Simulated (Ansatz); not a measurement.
## Forms of Hf4O3: one energy to predict

These are results of Ansatz, DFT PBE, scalar-relativistic, plane waves, PAW, not measurements. All cells share a 420 eV cutoff and Γ-centred k meshes spaced about 0.3 Å⁻¹ or finer (0.25 for metals, 2π included). No spin polarisation.

All energies are static (0 K, no zero-point motion). Rows are sorted by volume; energies count from the lowest form computed. Coordination counts O atoms around Hf (those within 1.25 times the shortest such distance or 1.15 times the sum of covalent radii; a slash parts the counts of unlike sites).

```csv
row,form,source,atoms,coordination,V (Å³/atom),gap on mesh (eV),ΔE (meV/atom)
1,I4/mmm,invented,7,Hf 4/5,13.4,0,?
2,P-3m1,invented,7,Hf 3/6,13.7,0.04,59
3,P2/m,invented,7,Hf 4/5,13.7,0,51
4,P-43m,invented,7,Hf 3,16.6,0,78
5,P-42m,invented,7,Hf 3,16.7,0,0
6,P-42m,invented,7,Hf 3,16.9,0,38
```

The cell of row 1:

```cif
data_structure
_symmetry_space_group_name_H-M 'I4/mmm'
_symmetry_Int_Tables_number 139
_cell_length_a 4.5664
_cell_length_b 4.5664
_cell_length_c 9.0120
_cell_angle_alpha 90.000
_cell_angle_beta 90.000
_cell_angle_gamma 90.000
_cell_volume 187.92
loop_
_atom_site_label
_atom_site_type_symbol
_atom_site_symmetry_multiplicity
_atom_site_Wyckoff_symbol
_atom_site_fract_x
_atom_site_fract_y
_atom_site_fract_z
_atom_site_occupancy
Hf1 Hf 4 c 0.50000 0.00000 0.00000 1
Hf2 Hf 4 e 0.50000 0.50000 0.23892 1
O1 O 4 d 0.50000 0.00000 0.25000 1
O2 O 2 a 0.00000 0.00000 0.00000 1
```

Question: How far above the lowest form does the open row lie?

Answer: 111 meV/atom, which puts it above row 4, the highest in the table. Counting O atoms around Hf, row 1 has Hf 4/5 and the lowest form (row 5) has Hf 3.

An observed structure of this formula, if there is one, may be missing.

These runs have no spin–orbit coupling, which can matter for Hf. Cells relaxed within their symmetry can be saddle points. Some types were kept out of the candidates beforehand, so the set may lack a known form.

The I4/mmm cell is a rocksalt derivative with ordered oxygen vacancies: O sits in octahedra of Hf, while Hf is left with square-planar and square-pyramidal surroundings. Its 111 meV/atom shows that close packing and more Hf–O contacts don't by themselves favour a structure here. Nor does low coordination guarantee a low energy: the three Hf 3 forms span 0 to 78 meV/atom, and row 4 lies above the denser rows 2 and 3.

At this composition Hf is far from its usual tetravalent state and keeps 5d electrons, consistent with the vanishing or very small gaps. The energy order therefore probably reflects a compromise between Hf–O bonding and metal–metal bonding, which depends on how the vacancies and Hf atoms are arranged and not just on the count of neighbours.

Known oxygen-poor hafnium phases hold O in octahedral holes of the hexagonal metal, so the open lowest form should not be taken as stable against separation into oxygen-saturated Hf and HfO2.
